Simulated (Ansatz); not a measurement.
# Si (I4/mmm) in Ansatz: notebook

The runs below take Si through relaxation of cell and atoms, with PBE+D3(BJ), PBE+D4, PBEsol+D3(BJ), PBEsol+D4, RPBE+D3(BJ).

All numbers are computed with Ansatz 0.2.0; they aren't measurements. Logs are shortened: lines on timing, memory, paths and dates and some standing lists are left out, and cuts for length are marked.

## 1. The crystal as given

Symmetry: I4/mmm, No. 139, tetragonal system. Conventional cell: a = 3.254 Å, b = 3.254 Å, c = 2.641 Å, α = 90.00°, β = 90.00°, γ = 90.00°. Si (site symmetry 4/mmm) is surrounded by 10 Si at 2.64 to 2.65 Å.

This isn't the form of Si at room conditions, which is diamond.

## 2. Relaxation of cell and atoms, PBE+D3(BJ)

File input.yaml:

```yaml
crystal:
  lattice:
    - [-1.62691493, 1.62691493, 1.32032985]
    - [1.62691493, -1.62691493, 1.32032985]
    - [1.62691493, 1.62691493, -1.32032985]
  atoms:
    - { symbol: Si, position: [0.0, 0.0, 0.0] }
hamiltonian:
  xc: pbe
  pseudopotentials: { kind: paw }
  dispersion: d3bj
kpoints:
  mp_grid: { grid: [13, 13, 13] }
scf:
  occupations: { method: fermi_dirac, width: 0.05 }
output:
  forces: true
  stress: true
  eigenvalues: true
relax:
  f_tol: 0.01
  max_steps: 40
  cell: { stress_tol: 0.05 }
```

Potentials or basis: Ansatz PAW.

Started as:

```sh
> ansatz run input.yaml --threads 2 --pin off --max-ram 5632MiB --backend cpu --events-out ev --progress --plain --runs-dir out
```

Output:

```text
Warning: RAYON_NUM_THREADS=2 ignored (pool sized by the plan → 2); use --threads N
Engine: ansatz 0.2.0, aarch64-unknown-linux-gnu
Pseudopotentials: kind: paw
Pseudopotential: Si, paw, valence charge 4, recommended cutoff 420 eV (normal), Si.paw.azcp
Functional definition: PBE
  parameter kappa = 0.804
  parameter beta = 0.06672455060314922
  exchange = pbe_x(kappa = kappa, mu = beta*pi^2/3)
  correlation = pbe_c(beta = beta)
Crystal: 1 atoms, lattice volume = 13.979 Å³
Basis set: ecut = 420 eV, 273 PW (Γ), exchange–correlation on 36×36×36 points (8 copies of the dense FFT grid, shifted against one another)
Bands: 6, of which v1, the nominal top of the filled ones, is band 2 counted from 1 (1 counted from 0)
Symmetry: 16 space group operations
Space group: I4/mmm (ITA 139), of the structure as read, at distance tolerance 2.4e-5 Å
k-points: 196 of 2197
Non-local potential: Si, projectors of the file, l = 0: 2, l = 1: 2, l = 2: 2
PAW form: soft (Blöchl's): semilocal exchange-correlation on the pseudo side does not see the compensation charge
PAW one-centre angular grid: Si, 110 points (default); XC on 64 Gauss nodes
Initial density: superposition of atomic densities (neutral atoms: chi_scale 0, normalization atom), corrected by the library's trained network
Initial wavefunctions: pseudopotential atomic-orbital guess
Functional: x = pbe(κ = 0.804, μ = 0.2195149727645171), c = pbe(β = 0.06672455060314922)
SCF iter   1: F=—  HF=-635.758748 eV  |F-HF|=—  |Δ(HF+E_count)|=         —  Δρ=1.62e-3  dr2=1.82e-4  ethr=1.77e-3  ⟨swp⟩=5.3  Hψ=11123  notcnv=0
preconditioner: auto → none  [metal: Δε(μ)=0.024 eV  Ē_g=14.073 eV  σ=0.050 eV  W_gap=0.12  n_scr=0 (ndim 8)  ℏωp=19.9 eV  f_vac=0.000  D(μ)=0.62/eV (n_scr^D=4)]
SCF iter   2: F=—  HF=-635.758838 eV  |F-HF|=—  |Δ(HF+E_count)|=   9.02e-5  Δρ=8.27e-4  dr2=4.64e-5  ethr=4.55e-6  ⟨swp⟩=1.9  Hψ=2923  notcnv=0
SCF iter   3: F=—  HF=-635.758876 eV  |F-HF|=—  |Δ(HF+E_count)|=   3.75e-5  Δρ=6.99e-5  dr2=6.25e-7  ethr=1.16e-6  ⟨swp⟩=2.0  Hψ=1519  notcnv=0
iter 4 did not close the SCF: its close was put off for the readings that it lacked (scf_convergence_deferred on its scf_iter line)
SCF iter   4: F=-635.758875 eV  HF=-635.758875 eV  |F-HF|=1.35e-8  |Δ(HF+E_count)|=   2.39e-7  Δρ=2.61e-5  dr2=6.78e-8  ethr=1.56e-8  ⟨swp⟩=1.0  Hψ=1139  notcnv=0
iter 5 did not close the SCF: its close was put off for the readings that it lacked (scf_convergence_deferred on its scf_iter line)
SCF iter   5: F=-635.758875 eV  HF=-635.758875 eV  |F-HF|=3.29e-10  |Δ(HF+E_count)|=   8.06e-9  Δρ=2.48e-6  dr2=7.48e-10  ethr=1.70e-9  ⟨swp⟩=2.0  Hψ=1524  notcnv=0
SCF iter   6: F=-635.758875 eV  HF=-635.758875 eV  |F-HF|=9.89e-12  |Δ(HF+E_count)|=  3.42e-10  Δρ=4.52e-7  dr2=2.37e-11  ethr=1.87e-11  ⟨swp⟩=1.4  Hψ=3405  notcnv=0
SCF 1 converged in 6 iterations: F = -635.758875 eV  dr2 = 2.37e-11
relax step   1: F+E_penalty+E_count = -635.75887531 eV  Δ(F+E_penalty+E_count) = +0.000e0 eV  max|allowed force component| = 0.000e0 eV/Å  Δτ_max = 0.0000 Å  P = -1.758 GPa  Ω = 13.979 Å³  (6 SCF iters, dr2 threshold 1.00e-7 eV, accepted)
Crystal: 1 atoms, lattice volume = 13.839 Å³
Initial density: handed on by an earlier stage of this run
Initial wavefunctions: those handed on with the density
iter 1 solved again at ethr=1.95e-6 eV; its pass at ethr=3.10e-3 eV (dr2=7.79e-5 eV) is discarded
SCF iter   1: F=—  HF=-635.762314 eV  |F-HF|=—  |Δ(HF+E_count)|=         —  Δρ=7.73e-4  dr2=7.93e-5  ethr=1.95e-6  ⟨swp⟩=1.9  Hψ=11927  notcnv=0
preconditioner: auto → none  [metal: Δε(μ)=0.011 eV  Ē_g=14.167 eV  σ=0.050 eV  W_gap=0.06  n_scr=0 (ndim 8)  ℏωp=20.0 eV  f_vac=0.000  D(μ)=0.46/eV (n_scr^D=0)]
SCF iter   2: F=—  HF=-635.762294 eV  |F-HF|=—  |Δ(HF+E_count)|=   1.94e-5  Δρ=3.23e-4  dr2=1.31e-5  ethr=1.95e-6  ⟨swp⟩=1.0  Hψ=1176  notcnv=0
SCF iter   3: F=-635.762290 eV  HF=-635.762290 eV  |F-HF|=9.25e-9  |Δ(HF+E_count)|=   4.46e-6  Δρ=2.72e-5  dr2=5.00e-8  ethr=2.50e-9  ⟨swp⟩=4.5  Hψ=6156  notcnv=0
SCF 2 converged in 3 iterations: F = -635.762290 eV  dr2 = 5.00e-8
relax step   2: F+E_penalty+E_count = -635.76228993 eV  Δ(F+E_penalty+E_count) = -3.415e-3 eV  max|allowed force component| = 0.000e0 eV/Å  Δτ_max = 0.0000 Å  P = -0.743 GPa  Ω = 13.839 Å³  energy of the carried Pulay correction = +2.746e-5 eV  (3 SCF iters, dr2 threshold 1.00e-7 eV, accepted)
Crystal: 1 atoms, lattice volume = 13.576 Å³
Basis set: ecut = 420 eV, 265 PW (Γ), exchange–correlation on 36×36×36 points (8 copies of the dense FFT grid, shifted against one another)
iter 1 solved again at ethr=8.18e-5 eV; its pass at ethr=3.10e-3 eV (dr2=3.27e-3 eV) is discarded
SCF iter   1: F=—  HF=-635.759994 eV  |F-HF|=—  |Δ(HF+E_count)|=         —  Δρ=5.03e-3  dr2=3.37e-3  ethr=8.18e-5  ⟨swp⟩=1.0  Hψ=12843  notcnv=0
preconditioner: auto → none  [insulator: Δε(μ)=0.169 eV  Ē_g=14.371 eV  σ=0.050 eV  W_gap=0.67  n_scr=0 (ndim 8)  ℏωp=20.2 eV  f_vac=0.000  D(μ)=0.23/eV (n_scr^D=0)  ε∞_Penn≈3.0]
SCF iter   2: F=—  HF=-635.758915 eV  |F-HF|=—  |Δ(HF+E_count)|=   1.08e-3  Δρ=1.95e-3  dr2=4.91e-4  ethr=8.18e-5  ⟨swp⟩=1.0  Hψ=1176  notcnv=0
SCF iter   3: F=—  HF=-635.758740 eV  |F-HF|=—  |Δ(HF+E_count)|=   1.75e-4  Δρ=1.23e-4  dr2=9.32e-7  ethr=1.23e-5  ⟨swp⟩=1.5  Hψ=1357  notcnv=0
SCF iter   4: F=—  HF=-635.758751 eV  |F-HF|=—  |Δ(HF+E_count)|=   1.07e-5  Δρ=9.00e-6  dr2=4.63e-9  ethr=2.50e-9  ⟨swp⟩=6.2  Hψ=6560  notcnv=0
SCF iter   5: F=-635.758751 eV  HF=-635.758751 eV  |F-HF|=4.55e-12  |Δ(HF+E_count)|=   1.86e-9  Δρ=6.60e-7  dr2=2.35e-11  ethr=1.16e-10  ⟨swp⟩=1.8  Hψ=3333  notcnv=0
SCF 3 converged in 5 iterations: F = -635.758751 eV  dr2 = 2.35e-11
relax step   3: F+E_penalty+E_count = -635.75875072 eV  Δ(F+E_penalty+E_count) = +3.539e-3 eV  max|allowed force component| = 0.000e0 eV/Å  Δτ_max = 0.0000 Å  P = +1.948 GPa  Ω = 13.576 Å³  energy of the carried Pulay correction = +7.305e-5 eV  (5 SCF iters, dr2 threshold 1.00e-7 eV, rejected (line search))
Crystal: 1 atoms, lattice volume = 14.047 Å³
iter 1 solved again at ethr=4.71e-5 eV; its pass at ethr=3.10e-3 eV (dr2=1.88e-3 eV) is discarded
SCF iter   1: F=—  HF=-635.766143 eV  |F-HF|=—  |Δ(HF+E_count)|=         —  Δρ=3.65e-3  dr2=1.85e-3  ethr=4.71e-5  ⟨swp⟩=1.0  Hψ=12386  notcnv=0
preconditioner: auto → none  [metal: Δε(μ)=0.004 eV  Ē_g=14.034 eV  σ=0.050 eV  W_gap=0.02  n_scr=0 (ndim 8)  ℏωp=19.8 eV  f_vac=0.000  D(μ)=0.36/eV (n_scr^D=0)]
SCF iter   2: F=—  HF=-635.765529 eV  |F-HF|=—  |Δ(HF+E_count)|=   6.15e-4  Δρ=1.46e-3  dr2=2.88e-4  ethr=4.63e-5  ⟨swp⟩=1.0  Hψ=1176  notcnv=0
SCF iter   3: F=—  HF=-635.765417 eV  |F-HF|=—  |Δ(HF+E_count)|=   1.11e-4  Δρ=9.34e-5  dr2=6.27e-7  ethr=7.20e-6  ⟨swp⟩=1.6  Hψ=1350  notcnv=0
SCF iter   4: F=—  HF=-635.765426 eV  |F-HF|=—  |Δ(HF+E_count)|=   8.83e-6  Δρ=4.88e-6  dr2=1.41e-9  ethr=1.57e-8  ⟨swp⟩=2.1  Hψ=1560  notcnv=0
SCF iter   5: F=—  HF=-635.765426 eV  |F-HF|=—  |Δ(HF+E_count)|=  4.86e-10  Δρ=5.48e-7  dr2=1.23e-11  ethr=3.53e-11  ⟨swp⟩=1.8  Hψ=1447  notcnv=0
SCF iter   6: F=-635.765426 eV  HF=-635.765426 eV  |F-HF|=2.27e-13  |Δ(HF+E_count)|=  3.18e-12  Δρ=1.65e-8  dr2=2.44e-14  ethr=1.00e-12  ⟨swp⟩=4.6  Hψ=3158  notcnv=0
SCF 4 converged in 6 iterations: F = -635.765426 eV  dr2 = 2.44e-14
relax step   4: F+E_penalty+E_count = -635.76542627 eV  Δ(F+E_penalty+E_count) = -3.136e-3 eV  max|allowed force component| = 0.000e0 eV/Å  Δτ_max = 0.0000 Å  P = -1.996 GPa  Ω = 14.047 Å³  energy of the carried Pulay correction = -1.997e-5 eV  (6 SCF iters, accepted)
Crystal: 1 atoms, lattice volume = 13.589 Å³
iter 1 solved again at ethr=1.62e-5 eV; its pass at ethr=3.10e-3 eV (dr2=6.47e-4 eV) is discarded
SCF iter   1: F=—  HF=-635.765729 eV  |F-HF|=—  |Δ(HF+E_count)|=         —  Δρ=2.28e-3  dr2=6.63e-4  ethr=1.62e-5  ⟨swp⟩=1.0  Hψ=12109  notcnv=0
preconditioner: auto → none  [metal: Δε(μ)=0.021 eV  Ē_g=14.353 eV  σ=0.050 eV  W_gap=0.10  n_scr=0 (ndim 8)  ℏωp=20.1 eV  f_vac=0.000  D(μ)=0.26/eV (n_scr^D=0)]
SCF iter   2: F=—  HF=-635.765498 eV  |F-HF|=—  |Δ(HF+E_count)|=   2.31e-4  Δρ=9.44e-4  dr2=1.09e-4  ethr=1.62e-5  ⟨swp⟩=1.0  Hψ=1176  notcnv=0
SCF iter   3: F=—  HF=-635.765452 eV  |F-HF|=—  |Δ(HF+E_count)|=   4.56e-5  Δρ=7.03e-5  dr2=3.69e-7  ethr=2.73e-6  ⟨swp⟩=1.7  Hψ=1393  notcnv=0
SCF iter   4: F=—  HF=-635.765464 eV  |F-HF|=—  |Δ(HF+E_count)|=   1.15e-5  Δρ=4.18e-6  dr2=1.19e-9  ethr=2.50e-9  ⟨swp⟩=5.0  Hψ=6083  notcnv=0
SCF iter   5: F=-635.765464 eV  HF=-635.765464 eV  |F-HF|=4.55e-13  |Δ(HF+E_count)|=  1.24e-10  Δρ=4.71e-7  dr2=7.66e-12  ethr=2.98e-11  ⟨swp⟩=2.0  Hψ=3330  notcnv=0
SCF 5 converged in 5 iterations: F = -635.765464 eV  dr2 = 7.66e-12
relax step   5: F+E_penalty+E_count = -635.76546382 eV  Δ(F+E_penalty+E_count) = -3.755e-5 eV  max|allowed force component| = 0.000e0 eV/Å  Δτ_max = 0.0000 Å  P = +1.564 GPa  Ω = 13.589 Å³  energy of the carried Pulay correction = +7.320e-5 eV  (5 SCF iters, dr2 threshold 1.00e-7 eV, rejected (line search))
Crystal: 1 atoms, lattice volume = 13.771 Å³
iter 1 solved again at ethr=4.93e-6 eV; its pass at ethr=3.10e-3 eV (dr2=1.97e-4 eV) is discarded
SCF iter   1: F=—  HF=-635.767649 eV  |F-HF|=—  |Δ(HF+E_count)|=         —  Δρ=1.22e-3  dr2=1.98e-4  ethr=4.93e-6  ⟨swp⟩=1.3  Hψ=11943  notcnv=0
preconditioner: auto → none  [metal: Δε(μ)=0.118 eV  Ē_g=14.215 eV  σ=0.050 eV  W_gap=0.45  n_scr=0 (ndim 8)  ℏωp=20.0 eV  f_vac=0.000  D(μ)=0.29/eV (n_scr^D=0)]
SCF iter   2: F=—  HF=-635.767583 eV  |F-HF|=—  |Δ(HF+E_count)|=   6.66e-5  Δρ=4.92e-4  dr2=3.14e-5  ethr=4.93e-6  ⟨swp⟩=1.0  Hψ=1176  notcnv=0
SCF iter   3: F=—  HF=-635.767578 eV  |F-HF|=—  |Δ(HF+E_count)|=   4.75e-6  Δρ=3.25e-5  dr2=7.66e-8  ethr=7.85e-7  ⟨swp⟩=1.6  Hψ=1358  notcnv=0
SCF iter   4: F=—  HF=-635.767579 eV  |F-HF|=—  |Δ(HF+E_count)|=   1.09e-6  Δρ=2.06e-6  dr2=2.58e-10  ethr=1.91e-9  ⟨swp⟩=2.2  Hψ=1551  notcnv=0
SCF iter   5: F=-635.767579 eV  HF=-635.767579 eV  |F-HF|=2.27e-13  |Δ(HF+E_count)|=  9.20e-11  Δρ=2.22e-7  dr2=1.80e-12  ethr=1.00e-12  ⟨swp⟩=5.0  Hψ=3352  notcnv=0
SCF 6 converged in 5 iterations: F = -635.767579 eV  dr2 = 1.80e-12
relax step   6: F+E_penalty+E_count = -635.76757886 eV  Δ(F+E_penalty+E_count) = -2.153e-3 eV  max|allowed force component| = 0.000e0 eV/Å  Δτ_max = 0.0000 Å  P = +0.016 GPa  Ω = 13.771 Å³  energy of the carried Pulay correction = +3.630e-5 eV  (5 SCF iters, accepted)
Crystal: 1 atoms, lattice volume = 13.770 Å³
iter 1 solved again at ethr=4.00e-8 eV; its pass at ethr=3.10e-3 eV (dr2=1.60e-6 eV) is discarded
SCF iter   1: F=—  HF=-635.767586 eV  |F-HF|=—  |Δ(HF+E_count)|=         —  Δρ=1.10e-4  dr2=1.63e-6  ethr=4.00e-8  ⟨swp⟩=2.1  Hψ=11539  notcnv=0
preconditioner: auto → none  [metal: Δε(μ)=0.109 eV  Ē_g=14.216 eV  σ=0.050 eV  W_gap=0.45  n_scr=0 (ndim 8)  ℏωp=20.0 eV  f_vac=0.000  D(μ)=0.30/eV (n_scr^D=0)]
SCF iter   2: F=—  HF=-635.767594 eV  |F-HF|=—  |Δ(HF+E_count)|=   7.62e-6  Δρ=4.30e-5  dr2=2.41e-7  ethr=4.00e-8  ⟨swp⟩=1.0  Hψ=1176  notcnv=0
SCF iter   3: F=-635.767594 eV  HF=-635.767594 eV  |F-HF|=1.99e-10  |Δ(HF+E_count)|=   8.14e-8  Δρ=2.92e-6  dr2=4.67e-10  ethr=2.50e-9  ⟨swp⟩=4.0  Hψ=3023  notcnv=0
SCF 7 converged in 3 iterations: F = -635.767594 eV  dr2 = 4.67e-10
relax step   7: F+E_penalty+E_count = -635.76759361 eV  Δ(F+E_penalty+E_count) = -1.475e-5 eV  max|allowed force component| = 0.000e0 eV/Å  Δτ_max = 0.0000 Å  P = +0.023 GPa  Ω = 13.770 Å³  energy of the carried Pulay correction = +3.694e-5 eV  (3 SCF iters, dr2 threshold 1.00e-7 eV, accepted)
Initial wavefunctions: pseudopotential atomic-orbital guess (no wavefunctions were taken with the density)
iter 1 solved again at ethr=3.12e-8 eV; its pass at ethr=3.10e-3 eV (dr2=1.25e-6 eV) is discarded
SCF iter   1: F=—  HF=-635.767573 eV  |F-HF|=—  |Δ(HF+E_count)|=         —  Δρ=2.17e-5  dr2=5.58e-9  ethr=3.12e-8  ⟨swp⟩=3.2  Hψ=14760  notcnv=0
SCF iter   2: F=—  HF=-635.767581 eV  |F-HF|=—  |Δ(HF+E_count)|=   7.82e-6  Δρ=1.09e-5  dr2=1.35e-9  ethr=1.40e-10  ⟨swp⟩=2.0  Hψ=1564  notcnv=0
SCF iter   3: F=—  HF=-635.767581 eV  |F-HF|=—  |Δ(HF+E_count)|=   1.41e-8  Δρ=6.45e-7  dr2=2.43e-11  ethr=3.37e-11  ⟨swp⟩=2.3  Hψ=1557  notcnv=0
SCF iter   4: F=-635.767581 eV  HF=-635.767581 eV  |F-HF|=1.48e-12  |Δ(HF+E_count)|=  1.41e-11  Δρ=2.40e-7  dr2=3.78e-12  ethr=1.00e-12  ⟨swp⟩=4.6  Hψ=3149  notcnv=0
SCF 8 converged in 4 iterations: F = -635.767581 eV  dr2 = 3.78e-12
relax step   8: F+E_penalty+E_count = -635.76758124 eV  Δ(F+E_penalty+E_count) = +1.237e-5 eV  max|allowed force component| = 0.000e0 eV/Å  Δτ_max = 0.0000 Å  P = +0.021 GPa  Ω = 13.770 Å³  stress off target by 4.92e-2 GPa  SCF on the basis re-selected at this cell (its energy is not comparable with the rows above)  (4 SCF iters)
basis re-selected at this cell: Δ(F+E_penalty+E_count) = +1.237e-5 eV, ΔP = -0.002 GPa vs the last step (what re-selecting the basis moved, of the pressure what is left beyond the Pulay correction that the steps carried, after the strain that the cell walked since its last selection, with what the two solves' SCF thresholds leave and, on support functions, any second-order correction that the steps lacked; it is no measure of the basis error at this ecutwfc). This SCF's stress stands 4.92e-2 GPa from its target on what of the cell is left free (relax.cell.stress_tol is 5.00e-2 GPa) and its largest allowed force component is 0.00e0 eV/Å (relax.f_tol is 1.00e-2 eV/Å): within both
SCF converged after 4 iterations
Free energy (F): -635.767581 eV
Harris-Foulkes:  -635.767581 eV  (|F-HF|=1.48e-12)
Internal energy: -635.764974 eV  (E = F + TS)
E sigma→0 (E₀):  -635.766277 eV
Entropy (-TS):   -0.002608 eV (-2.608 meV/atom)
Fermi energy:    11.371851 eV
--- Per-component energies (eV) ---
  E_band       = 21.886719
  E_kinetic    = 42.328458
  E_local      = 3.616246  (includes V_loc(G=0)·N_el)
  E_nonlocal   = 25.385733
  E_hartree    = 0.531789
  E_xc         = -56.496718
  E_vxc        = -48.485182  (∫ρ·V_xc dr)
  E_paw        = -512.281090  (= ΣΔE_a)
  E_vpaw       = -2.022119  (= ΣTr[D̂ρ^β])
  E_aug_tail   = 0.000007  (compensation charges beyond the density's cutoff)
  E_ewald      = -138.397519
  E_disp       = -0.451879  (pairwise vdW)
  E_smearing   = -0.002608  (= −TS)
  E_closure    = 0.000000  (closes the sum)
  Σ components = -635.767581   (vs F -635.767581, Δ=0.00e0)
--- Forces (eV/Å), atoms counted from 1 ---
  atom   1  Si     0.00000000     0.00000000    -0.00000000
  max |Σ_I F_I| component: 1.97e-31 eV/Å
--- Stress (GPa, compression-positive) ---
        0.049210       0.000000       0.000000
        0.000000       0.049210       0.000000
        0.000000      -0.000000      -0.034615
  P = ⅓ Tr σ = 0.0213 GPa (0.213 kbar)
--- Band table (eV; the first three rows and the last of 196) ---
  k-point 0: bands = ["-3.5351", "20.4026", "21.1099", "21.1099", "23.7334", "26.2355"]
  k-point 1: bands = ["-3.3764", "17.8711", "21.2213", "22.2883", "24.7838", "25.2222"]
  k-point 2: bands = ["-2.9016", "14.7880", "21.5475", "22.7691", "24.0207", "26.1933"]
  k-point 195: bands = ["7.3418", "8.6727", "10.1518", "12.9083", "16.8766", "19.1505"]
--- Relaxed structure (7 steps of the walk, 5 accepted, 1 SCFs on fresh bases) ---
  F+E_penalty+E_count = -635.76758124 eV   max|allowed force component| = 0.000e0 eV/Å   (the final SCF, on the basis selected at the relaxed cell)
  cell:  # Å, volume = 13.7695 Å³
    - [-1.6418877782857353, 1.6418877782857353, 1.2769450346028657]
    - [1.6418877782857353, -1.6418877782857353, 1.2769450346028657]
    - [1.6418877782857353, 1.6418877782857353, -1.2769450346028657]
  atoms:
    - { symbol: Si, position: [0.0, 0.0, 0.0] }
```

It took 6.4 s on 2 threads of Arm Neoverse V2, shared host; peak memory 0.28 GiB.

Results:

```
Free energy                            : -635.7676 eV
Relaxed volume                         : 13.77 Å³/atom
Relaxed cell                           : a = 2.650 Å, b = 2.650 Å, c = 2.650 Å, α = 103.43°, β = 103.43°, γ = 122.38°
Space group after relaxing (to 0.05 Å) : I4/mmm (No. 139)
Energy gained by relaxing              : 8.7 meV/atom
Ionic steps                            : 6
Pressure after relaxing                : 0.0 GPa
Band gap on the k mesh                 : none (metal or under the smearing width)
```

Step by step:
| step | energy change (eV) | largest force (eV/Å) | volume (Å³) |
| --- | --- | --- | --- |
| 1 | 0.0000 | 0.0000 | 13.98 |
| 2 | -0.0034 | 0.0000 | 13.84 |
| 3 | -0.0066 | 0.0000 | 14.05 |
| 4 | -0.0087 | 0.0000 | 13.77 |
| 5 | -0.0087 | 0.0000 | 13.77 |
| 6 | -0.0087 | 0.0000 | 13.77 |

Final structure:
```
Si
1.0
    -1.64189    1.64189    1.27695
     1.64189   -1.64189    1.27695
     1.64189    1.64189   -1.27695
Si
1
Cartesian
  0.0000 0.0000 0.0000
```

Levels at points of the mesh, in eV from the Fermi level:
```
           k point  band 1  band 2  band 3  band 4  band 5  band 6
(0.00, 0.00, 0.00)  -14.91    9.03    9.74    9.74   12.36   14.86
```

Caveat: the plane-wave basis is chosen anew once the cell has moved, so the energies of steps on either side of that aren't comparable; pairwise dispersion overbinds metals, which lowers pressure and volume.

(Continued in part 2 of 2.)
